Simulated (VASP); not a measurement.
Here is a VASP 6.6.1 calculation.

File INCAR:

```
SYSTEM = MgI2
ALGO = Normal
EDIFF = 1E-6
EDIFFG = -0.01
ENCUT = 600
GGA = CA
IBRION = 2
ISIF = 3
ISMEAR = 0
LASPH = .True.
LCHARG = .False.
LREAL = .False.
LWAVE = .False.
NELM = 60
NSW = 40
PREC = Accurate
SIGMA = 0.02
```

Contents of KPOINTS:

```
k-points
0
Gamma
  8 8 4
  0 0 0
```

The input POSCAR:

```
MgI2
1.0
    4.1400000000      0.0000000000      0.0000000000
   -2.0700000000      3.5853451717      0.0000000000
    0.0000000000      0.0000000000      6.8800000000
I Mg
2 1
Direct
    0.6666666667      0.3333333333      0.7500000000
    0.3333333333      0.6666666667      0.2500000000
    0.0000000000      0.0000000000      0.0000000000
```

Potentials or basis: VASP PAW LDA potentials, release 64 (I, Mg).

Launch:

```bash
$ cat potpaw_LDA.64/I/POTCAR potpaw_LDA.64/Mg/POTCAR > POTCAR
$ mpirun -np 1 vasp_std > vasp.out
```

Q: Estimate the band gap on the k mesh.

A: 3.34 eV, indirect (least direct gap 3.62 eV).

Q: Predict the relaxed cell.

A: a = 4.072 Å, b = 4.072 Å, c = 6.697 Å, α = 90.00°, β = 90.00°, γ = 120.00°.

Q: What does it give for the relaxed volume?

A: 32.06 Å³/atom.

Step by step:
```csv
step,energy change (eV),largest force (eV/Å),pressure (GPa),volume (Å³)
1,0.0000,0.3875,-2.12,102.12
2,-0.0500,0.0211,0.18,95.61
3,-0.0502,0.0069,0.03,96.00
4,-0.0502,0.0156,-0.01,96.12
5,-0.0503,0.0099,-0.04,96.17
6,-0.0504,0.0007,-0.06,96.25
7,-0.0504,0.0006,-0.05,96.24
8,-0.0505,0.0101,0.00,96.07
9,-0.0504,0.0109,0.02,96.06
10,-0.0505,0.0102,0.03,96.07
11,-0.0505,0.0001,-0.03,96.19
```

Caveat: spin-orbit coupling is left out, which moves the levels of the heavy elements. A hybrid or GW would open this gap; LDA tends to underestimate it.
